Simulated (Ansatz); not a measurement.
**ZnS: stress in a strained cell**

Aim: deform ZnS (equal xy, yz and zx engineering shear strains of +1 %) and compute stress, forces and field gradients with LAPW, PAW and all-electron datasets made for the crystal.

Computed with Ansatz 0.2.0 (DFT PBEsol, scalar-relativistic, unless a step's input says otherwise).

## 1. The system as given

It takes space group F-43m (No. 216, cubic). The conventional cell has a = 5.409 Å, b = 5.409 Å, c = 5.409 Å, α = 90.00°, β = 90.00°, γ = 90.00°. Around Zn (site symmetry -43m) lie 4 S at 2.34 Å. S (site symmetry -43m) is surrounded by 4 Zn at 2.34 Å.

As a file:

```xyz
2
Lattice="0.0000 2.7047 2.7047 2.7046 0.0000 2.7047 2.7046 2.7047 0.0000" Properties=species:S:1:pos:R:3 pbc="T T T"
Zn    0.0000    0.0000    0.0000
S     4.0570    4.0570    4.0570
```

Atoms are numbered in the order of the input: Zn1, S2.

## 2. The deformed structure

Space group F-43m before, R3m after.

## 3. LAPW, all electrons

File input.yaml:

```yaml
crystal:
  lattice:
    - [0.0270465, 2.71817325, 2.71817325]
    - [2.71817325, 0.0270465, 2.71817325]
    - [2.71817325, 2.71817325, 0.0270465]
  atoms:
    - { symbol: Zn, position: [0.0, 0.0, 0.0] }
    - { symbol: S, position: [0.75, 0.75, 0.75] }
kpoints:
  mp_grid: { grid: [9, 9, 9] }
  band_path:
    path:
      - [0.0, 0.0, 0.0]
      - [-0.5, -0.5, -0.5]
      - [-0.5, -0.247543133, -0.752456867]
      - [-0.247543133, 0.247543133, -0.5]
      - [0.0, 0.0, -0.5]
      - [0.0, 0.0, 0.0]
      - [0.0, 0.3737715665, -0.3737715665]
      - [-0.3737715665, 0.0, -0.6262284335]
      - [-0.5, 0.0, -0.5]
    npoints: 5
scf:
  occupations: { method: fermi_dirac, width: 0.01 }
hamiltonian:
  xc: pbesol
  pseudopotentials: { kind: all_electron, lapw: { basis_error: 0.00025 } }
output:
  forces: true
  stress: true
  eigenvalues: true
```

Run with:

```console
ansatz run input.yaml --threads 1 --pin off --max-ram 3072MiB --backend cpu --events-out ev --progress --plain --runs-dir out
```

## 4. PAW on the default files

File input.yaml:

```yaml
crystal:
  lattice:
    - [0.0270465, 2.71817325, 2.71817325]
    - [2.71817325, 0.0270465, 2.71817325]
    - [2.71817325, 2.71817325, 0.0270465]
  atoms:
    - { symbol: Zn, position: [0.0, 0.0, 0.0] }
    - { symbol: S, position: [0.75, 0.75, 0.75] }
kpoints:
  mp_grid: { grid: [9, 9, 9] }
scf:
  occupations: { method: fermi_dirac, width: 0.01 }
hamiltonian:
  xc: pbesol
  pseudopotentials: { kind: paw }
output:
  forces: true
  stress: true
  eigenvalues: true
  efg: { contact_densities: true }
```

## 5. Datasets made for this crystal

Changes to input.yaml since step 4:

```diff
@@ -14,3 +14,3 @@
   xc: pbesol
-  pseudopotentials: { kind: paw }
+  pseudopotentials: { kind: all_electron, datasets: crystal }
 output:
```

(Steps that only read results are left out.)

Q: Predict the outcome of this session. Wanted: pressure; largest shear or deviatoric stress.

As calculated:

```
                                 quantity                                              value
                                 pressure  LAPW -2.14, PAW -2.14, crystal datasets -2.14 GPa
largest shear or deviatoric stress (LAPW)                                           0.64 GPa
```

**Reading.** The largest part of the stress beyond the pressure is 0.64 GPa in size; the atoms are carried along and not relaxed. No run of the undeformed cell stands beside it, so the pressure holds what the given cell had before the change. PAW: stress within 0.01 GPa of LAPW, forces within 1 meV/Å. Crystal datasets: stress within 0.01 GPa of LAPW, forces within 1 meV/Å.
